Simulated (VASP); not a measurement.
# W: relaxation of cell and atoms with PBE

The system is W.

```
W
1.0
    -1.59321    1.59321    1.59321
     1.59321   -1.59321    1.59321
     1.59321    1.59321   -1.59321
W
1
Direct
  0.00000 0.00000 0.00000
```

```json
{"Program": "VASP 6.6.1", "Task": "relaxation of cell and atoms", "Functional": "PBE", "Potentials or basis": "VASP PAW PBE potentials, release 64 (W_sv)", "Cutoff": "520 eV", "k mesh": "12 × 12 × 12", "Occupations": "gaussian, width 0.1 eV", "Spin": "no spin polarisation", "Further INCAR settings": "ALGO = Normal; EDIFF = 1e-07; IBRION = 2; EDIFFG = -0.002; NSW = 80; ISIF = 3"}
```

The pressure after relaxing is 0.0 GPa and the band gap on the k mesh is none (metal or under the smearing width).

Final structure:
```xyz
1
Lattice="-1.5932 1.5932 1.5932 1.5932 -1.5932 1.5932 1.5932 1.5932 -1.5932" Properties=species:S:1:pos:R:3 pbc="T T T"
W     0.0000    0.0000    0.0000
```

Levels at points of the mesh, in eV from the Fermi level:
```tsv
k point	band 4	band 5	band 6	band 7	band 8	band 9	band 10	band 11
(0.00, 0.00, 0.00)	-37.70	-9.42	-1.09	-1.09	-1.09	2.32	2.32	14.58
(0.50, 0.00, 0.00)	-37.71	-6.04	-3.37	0.72	2.20	3.15	6.07	10.86
(0.50, 0.50, 0.50)	-38.55	-5.57	-5.57	5.12	5.12	5.12	8.19	8.19
```

Run time: 8.7 s on 1 thread of Intel(R) Xeon(R) Platinum 8375C CPU @ 2.90GHz (Ice Lake), on a shared host, peak memory 0.15 GiB.

Caveat: the relaxation stopped at its first step, so nothing moved. Spin-orbit coupling is left out, which matters for the levels of W.
